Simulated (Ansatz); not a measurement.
Below is a relaxed structure of CaO. The cell was found from a structure generator's guess, not taken from experiment.

The calculation used DFT PBE, scalar-relativistic, plane waves, PAW in Ansatz. Cutoff 420 eV, Γ-centred mesh, Gaussian smearing, no spin polarisation.

```yaml
crystal:
  lattice:
    - [-3.56752, 3.56752, 3.56752]
    - [3.56752, -3.56752, 3.56752]
    - [3.56752, 3.56752, -3.56752]
  atoms:
    - { symbol: Ca, position: [0.32289, 0.00000, 0.00000] }
    - { symbol: Ca, position: [0.67711, 0.67711, 0.67711] }
    - { symbol: Ca, position: [0.00000, 0.32289, 0.00000] }
    - { symbol: Ca, position: [0.00000, 0.00000, 0.32289] }
    - { symbol: O, position: [0.00000, 0.68244, 0.00000] }
    - { symbol: O, position: [0.31756, 0.31756, 0.31756] }
    - { symbol: O, position: [0.68244, 0.00000, 0.00000] }
    - { symbol: O, position: [0.00000, 0.00000, 0.68244] }
```

Energies over the elements count from the elements' standard structures at the same level (O₂ as a molecule), with no fitted energy shifts.

**Question.** What space group does it have?

**Answer.** I-43m (No. 217). Conventional cell: a = 7.135 Å. Ca has 4 O at 2.22–2.28 Å; around O lie 4 Ca at 2.22–2.28 Å.

**Question.** How far does it lie from the elements in energy?

**Answer.** −2.694 eV/atom.

**Question.** Is it a metal?

**Answer.** No, the gap on the 6×6×6 mesh is 2.55 eV.

**Question.** From what recipe could a structure generator have reached it?

**Answer.** One such recipe: 4-connected net, two elements alternating (I-43m, No. 217). Other recipes can lead to the same cell.

The last run used a 6×6×6 mesh for its 8-atom cell and Gaussian smearing of 0.02 eV. Kohn–Sham gaps at this level usually fall short of measured ones. Symmetry constrained the relaxation, so the result can be a saddle point. Another cell of CaO relaxed alike, in Fm-3m, lies 252 meV/atom lower, so this cell isn't the stable form at this level.
